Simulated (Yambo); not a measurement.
# HfO2 (Fm-3m) in Yambo: notebook, part 2 of 3

Yambo 5.3.0. Earlier steps stand in the parts before.

## (3) G0W0 quasiparticle levels, PBEsol, non-collinear spin, zero start, spin-orbit coupling

File g0w05.in:

```
gw0
dyson
el_el_corr
rim_cut
HF_and_locXC
ppa
em1d
RandQpts= 1000000
RandGvec= 50 RL
EXXRLvcs= 84 Ry
VXCRLvcs= 84 Ry
Chimod= "HARTREE"
% BndsRnXp
 1 | 324 |
%
NGsBlkXp= 12 Ry
% LongDrXp
 1 | 1 | 1 |
%
PPAPntXp= 27.21138 eV
% GbndRnge
 1 | 324 |
%
GTermKind= "BG"
DysSolver= "n"
OnMassShell
ExtendOut
% QPkrange
 1 | 1 | 23 | 26 |
 7 | 7 | 23 | 26 |
%
```

File scf.in:

```
&CONTROL
  calculation = 'scf'
  prefix = 'pwscf'
  outdir = './tmp'
  pseudo_dir = './pseudo'
/
&SYSTEM
  ibrav = 0
  nat = 3
  ntyp = 2
  ecutwfc = 84
  nbnd = 38
  occupations = 'smearing'
  smearing = 'fd'
  degauss = 0.00367493
  noncolin = .true.
  lspinorb = .true.
  force_symmorphic = .true.
/
&ELECTRONS
  conv_thr = 6d-10
  electron_maxstep = 120
  mixing_beta = 0.5
/
ATOMIC_SPECIES
Hf   178.4900 Hf.upf
O     15.9990 O.upf
CELL_PARAMETERS angstrom
   0.0000000000    2.5575000000    2.5575000000
   2.5575000000    0.0000000000    2.5575000000
   2.5575000000    2.5575000000    0.0000000000
ATOMIC_POSITIONS crystal
Hf     0.0000000000    0.0000000000    0.0000000000
O      0.7500000000    0.7500000000    0.7500000000
O      0.2500000000    0.2500000000    0.2500000000
K_POINTS automatic
10 10 10 0 0 0
```

File nscf.in:

```
&CONTROL
  calculation = 'nscf'
  prefix = 'pwscf'
  outdir = './tmp'
  pseudo_dir = './pseudo'
/
&SYSTEM
  ibrav = 0
  nat = 3
  ntyp = 2
  ecutwfc = 84
  nbnd = 324
  occupations = 'fixed'
  noncolin = .true.
  lspinorb = .true.
  force_symmorphic = .true.
/
&ELECTRONS
  conv_thr = 1d-08
  diago_full_acc = .true.
  diago_thr_init = 1d-06
/
ATOMIC_SPECIES
Hf   178.4900 Hf.upf
O     15.9990 O.upf
CELL_PARAMETERS angstrom
   0.0000000000    2.5575000000    2.5575000000
   2.5575000000    0.0000000000    2.5575000000
   2.5575000000    2.5575000000    0.0000000000
ATOMIC_POSITIONS crystal
Hf     0.0000000000    0.0000000000    0.0000000000
O      0.7500000000    0.7500000000    0.7500000000
O      0.2500000000    0.2500000000    0.2500000000
K_POINTS automatic
4 4 4 0 0 0
```

Potentials or basis: PseudoDojo 0.4 FR PBEsol standard.

Started as:

```bash
OMP_NUM_THREADS=1 pw.x -in scf.in > scf.out
OMP_NUM_THREADS=1 pw.x -in nscf.in > nscf.out
cd tmp/pwscf.save; p2y; mv SAVE ../..; cd ../..
OMP_NUM_THREADS=1 yambo
mkdir -p g0w05; ln -s $PWD/g0w00/ndb.pp* g0w05/
mkdir -p g0w05; ln -s $PWD/g0w00/ndb.RIM g0w05/
OMP_NUM_THREADS=1 yambo -F g0w05.in -J g0w05 -C g0w05_out
```

Yambo's report:

```text
[... sections 02.01 to 02.04 as in the set-up run ...]

  [02.05] Energies & Occupations
  ==============================

  [X] === General ===
  [X] Electronic Temperature                        :  0.000000  0.000000 [eV K]
  [X] Bosonic    Temperature                        :  0.000000  0.000000 [eV K]
  [X] Finite Temperature mode                       : no
  [X] El. density                                   :  0.71736E+24 [cm-3]
  [X] Fermi Level                                   :  11.77941 [eV]

  [X] === Gaps and Widths ===
  [X] Conduction Band Min                           :  3.649447 [eV]
  [X] Valence Band Max                              :  0.000000 [eV]
  [X] Filled Bands                                  :  24
  [X] Empty Bands                                   :    25   324
  [X] Direct Gap                                    :  3.649447 [eV]
  [X] Direct Gap localized at k                     :   7
  [X] Indirect Gap                                  :  3.649447 [eV]
  [X] Indirect Gap between kpts                     :   7   7
  [X] Last valence band width                       :  1.693631 [eV]
  [X] 1st conduction band width                     :  1.003955 [eV]

 [03] Transferred momenta grid and indexing
 ==========================================

 IBZ Q-points                                      :   8
 BZ  Q-points                                      :   64

 K/Q-points units:
 rlu = crystal or reduced units; cc = cartesian coordinates; iku = interal k-units

 Q [1]          [rlu]:  0.000000  0.000000  0.000000
 Q [2]          [rlu]: -0.89636E-17 -0.89636E-17  0.25000
 Q [3]          [rlu]:  0.17927E-16  0.17927E-16 -0.50000
 Q [4]          [rlu]: -0.48811E-17  0.25000      0.25000
 Q [5]          [rlu]:  0.48678E-16  0.25000      0.50000
 Q [6]          [rlu]:  0.17927E-16  0.25000     -0.25000
 Q [7]          [rlu]:  0.97622E-17 -0.50000     -0.50000
 Q [8]          [rlu]:  0.250000 -0.500000 -0.250000

 [04] Coloumb potential Random Integration (RIM)
 ===============================================

 Summary of Coulomb integrals for non-metallic bands |Q|[au] RIM/Bare

 Q [1] 0.100000E-4 0.997530 * Q [2] 0.281473 1.068930
 Q [4] 0.325016 1.068679 * Q [6] 0.459643 1.029814
 Q [5] 0.538979 1.023420 * Q [3] 0.562945 1.020347
 Q [7] 0.650033 1.016896 * Q [8] 0.726759 1.013834

 [05] Dipoles
 ============

  [05.01] Setup: observables and procedures
  =========================================

  [WARNING] [x,Vnl] slows the Dipoles computation. To neglect it rename the ns.kb_pp file
  [WF-Oscillators/G space/Transverse up loader] Normalization (few states)  min/max  :  0.61063E-17   1.0000

  [WR./g0w05//ndb.dipoles]--------------------------------------------------------
   Brillouin Zone Q/K grids (IBZ/BZ)                :    8   64    8   64
   RL vectors                                       :   3695 [WF]
   Fragmentation                                    : yes
   Electronic Temperature                           :  0.000000 [K]
   Bosonic    Temperature                           :  0.000000 [K]
   DIP band range                                   :     1   324
   DIP band range limits                            :  24  25
   DIP e/h energy range                             : -1.000000 -1.000000 [eV]
   RL vectors in the sum                            :   3695
   [r,Vnl] included                                 : yes
   Bands ordered                                    : yes
   Direct v evaluation                              : no
   Approach used                                    : G-space v
   Dipoles computed                                 : R V P [G-space]
   Wavefunctions                                    : Perdew, Burke & Ernzerhof SOL(X)+Perdew, Burke & Ernzerhof SOL(C)

 [06] Dynamic Dielectric Matrix (PPA)
[... 28 lines left out ...]
  Exchange summation bands                         :  24
  RIM RL components                                :   51
  RIM random points                                :  1000000

 [xc] E_xc :  -12.92648 [Ha]
      E_xc :  -25.85296 [Ry]

  Local XC kind (lXC) : Perdew, Burke & Ernzerhof SOL(X)+Perdew, Burke & Ernzerhof SOL(C)
  Non-Local XC kind (nlXC) : Hartree-Fock

  Corrections @ K [1] :  [eV]
 <23|nlXC|23> = -25.09430  0.53719E-18 <23|lXC|23> = -19.93818  0.14196E-10
 <24|nlXC|24> = -25.09431 -0.15339E-16 <24|lXC|24> = -19.93818  0.57690E-10
 <25|nlXC|25> = -7.616805  0.10737E-17 <25|lXC|25> = -13.91497 -0.76019E-10
 <26|nlXC|26> = -7.616798  0.76064E-19 <26|lXC|26> = -13.91497 -0.10446E-09

  Corrections @ K [7] :  [eV]
 <23|nlXC|23> = -25.68543 -0.16716E-17 <23|lXC|23> = -20.61780 -0.90898E-10
 <24|nlXC|24> = -25.68543 -0.39273E-17 <24|lXC|24> = -20.61780 -0.27944E-10
 <25|nlXC|25> = -8.187530 -0.26030E-17 <25|lXC|25> = -13.78975 -0.16051E-09
 <26|nlXC|26> = -8.187530  0.36664E-17 <26|lXC|26> = -13.78975 -0.90376E-10

 [08] Dyson equation: Newton solver
 ==================================

 [WARNING] Response block size in GW reduced to 181     RL (6760    mHa)

  [08.01] G0W0 (W PPA)
  ====================

  [  GW  ] Bands range     :     1   324
  [GW/PPA] G damping       :  0.100000 [eV]

  QP @ state[ 1 ] K range:  1  1
  QP @ state[ 1 ] b range:  23  26
  QP @ state[ 2 ] K range:   7   7
  QP @ state[ 2 ] b range:  23  26
[... 19 lines left out ...]
   :: Time ordering fails/rest    :  0.498151
   :: Mean rel dev of PP cond     :  0.381058
   Current Q-pt index             :   6
   :: PP condition fails/total    :  0.382955
   :: Time ordering fails/rest    :  0.498739
   :: Mean rel dev of PP cond     :  0.382949
   Current Q-pt index             :   7
   :: PP condition fails/total    :  0.375324
   :: Time ordering fails/rest    :  0.501197
   :: Mean rel dev of PP cond     :  0.375334
   Current Q-pt index             :   8
   :: PP condition fails/total    :  0.371539
   :: Time ordering fails/rest    :  0.503424
   :: Mean rel dev of PP cond     :  0.371540

  [08.02] QP properties and I/O
  =============================

  Legend (energies in eV)
  - B  : Band       - Eo  : bare energy
  - E  : QP energy  - Z   : Renormalization factor
  - lXC: Local XC (Perdew, Burke & Ernzerhof SOL(X)+Perdew, Burke & Ernzerhof SOL(C))
  -nlXC: non-Local XC (Hartree-Fock)

  QP [eV] @ K [1] (iku):  0.000000  0.000000  0.000000
   B=23 Eo= -0.55 E= -1.65 E-Eo= -1.09 Re(Z)=1.00 Im(Z)=  0.00000 nlXC=-25.09430 lXC=-19.93818
   B=24 Eo= -0.55 E= -1.65 E-Eo= -1.10 Re(Z)=1.00 Im(Z)=  0.00000 nlXC=-25.09431 lXC=-19.93818
   B=25 Eo=  3.79 E=  4.94 E-Eo=  1.15 Re(Z)=1.00 Im(Z)=  0.00000 nlXC= -7.61681 lXC=-13.91497
   B=26 Eo=  3.79 E=  4.94 E-Eo=  1.15 Re(Z)=1.00 Im(Z)=  0.00000 nlXC= -7.61680 lXC=-13.91497

  QP [eV] @ K [7] (iku): -0.500000  0.000000  0.000000
   B=23 Eo= -0.00 E= -1.01 E-Eo= -1.01 Re(Z)=1.00 Im(Z)=  0.00000 nlXC=-25.68543 lXC=-20.61780
   B=24 Eo=  0.00 E= -1.01 E-Eo= -1.01 Re(Z)=1.00 Im(Z)=  0.00000 nlXC=-25.68543 lXC=-20.61780
   B=25 Eo=  3.65 E=  4.62 E-Eo=  0.97 Re(Z)=1.00 Im(Z)=  0.00000 nlXC= -8.18753 lXC=-13.78975
   B=26 Eo=  3.65 E=  4.62 E-Eo=  0.97 Re(Z)=1.00 Im(Z)=  0.00000 nlXC= -8.18753 lXC=-13.78975

  [WR./g0w05//ndb.QP]-------------------------------------------------------------
   Lattice constants                                :  4.832975  4.832975  4.832975
   Coulomb cutoff potential                         : none
   Electronic Temperature                           :  0.000000 [K]
   Bosonic    Temperature                           :  0.000000 [K]
   Green`s function   energies                      : Perdew, Burke & Ernzerhof SOL(X)+Perdew, Burke & Ernzerhof SOL(C)
   wavefunctions                                    : Perdew, Burke & Ernzerhof SOL(X)+Perdew, Burke & Ernzerhof SOL(C)
   PPA    diel. fun.  energies                      : Perdew, Burke & Ernzerhof SOL(X)+Perdew, Burke & Ernzerhof SOL(C)
   wavefunctions                                    : Perdew, Burke & Ernzerhof SOL(X)+Perdew, Burke & Ernzerhof SOL(C)
   QP tot states                                    :   8
   GW solver                                        : Newton
   GW approximation                                 : PPA
   PPA imaginary Energy                             :  27.21138 ev
   RIM G`s                                          :   51
   RIM random pts                                   :  1000000
   dS/dw steps                                      :  2
   dS/dw step                                       :  0.100000 ev
   X G`s                                            :  181 used
   X G`s                                            :  181 disk
   X bands                                          :     1   324
   X poles                                          :  100.0000 o/o
   X e/h E range                                    : -1.000000 -1.000000 ev
   X Hxc Kernel                                     : HARTREE
   X BZ energy Double Grid                          : no
   X Optical Averaged directions                    : none
   Sc/G bands                                       :     1   324
   Sc/G damping                                     :  0.100000 ev
   Sc bands terminator                              : yes
   Sc terminator kind                               : BG
   Sc Terminator pole                               :  40.81708
   Sx RL components                                 :  2975

   QP @ state[ 1 ] K range                          :  1  1
   QP @ state[ 1 ] b range                          :  23  26
   QP @ state[ 2 ] K range                          :   7   7
   QP @ state[ 2 ] b range                          :  23  26
   GF energies kind                                 : Perdew, Burke & Ernzerhof SOL(X)+Perdew, Burke & Ernzerhof SOL(C)
   GF WF`s kind                                     : Perdew, Burke & Ernzerhof SOL(X)+Perdew, Burke & Ernzerhof SOL(C)
   Xs energies kind                                 : Perdew, Burke & Ernzerhof SOL(X)+Perdew, Burke & Ernzerhof SOL(C)
   Xs WF`s kind                                     : Perdew, Burke & Ernzerhof SOL(X)+Perdew, Burke & Ernzerhof SOL(C)
```

Results:

```
Band gap on the k mesh, mean-field level          : 3.65 eV, direct
Quasiparticle gap                                 : 5.63 eV
Least direct quasiparticle gap                    : 5.63 eV
Quasiparticle gap at Γ                            : 6.58 eV
Band gap of the same states before the correction : 3.65 eV
```

Quasiparticle terms (eV):
| k point | band | Kohn-Sham level | Vxc | Σx | Σc | Z | result |
| --- | --- | --- | --- | --- | --- | --- | --- |
| (0.000, 0.000, 0.000) | 23 | -0.55 | -19.94 | -25.09 | 4.06 | 1.00 | -1.65 |
| (0.000, 0.000, 0.000) | 24 | -0.55 | -19.94 | -25.09 | 4.06 | 1.00 | -1.65 |
| (0.000, 0.000, 0.000) | 25 | 3.79 | -13.91 | -7.62 | -5.14 | 1.00 | 4.94 |
| (0.000, 0.000, 0.000) | 26 | 3.79 | -13.91 | -7.62 | -5.15 | 1.00 | 4.94 |
| (0.000, -0.500, -0.500) | 23 | 0.00 | -20.62 | -25.69 | 4.06 | 1.00 | -1.01 |
| (0.000, -0.500, -0.500) | 24 | 0.00 | -20.62 | -25.69 | 4.06 | 1.00 | -1.01 |
| (0.000, -0.500, -0.500) | 25 | 3.65 | -13.79 | -8.19 | -4.63 | 1.00 | 4.62 |
| (0.000, -0.500, -0.500) | 26 | 3.65 | -13.79 | -8.19 | -4.63 | 1.00 | 4.62 |

Caveat: the k mesh is coarse (spacing up to 0.53 Å⁻¹), so the values aren't converged; the optical matrix elements of this version leave out the spin-flip part of the nonlocal potential, a small error; this version prints the column dSc/dw multiplied by 27.2; without the factor Z the correction comes out too large; the terminator is approximate in this version, by hundredths of an eV.

(Part 2 of 3 ends here.)
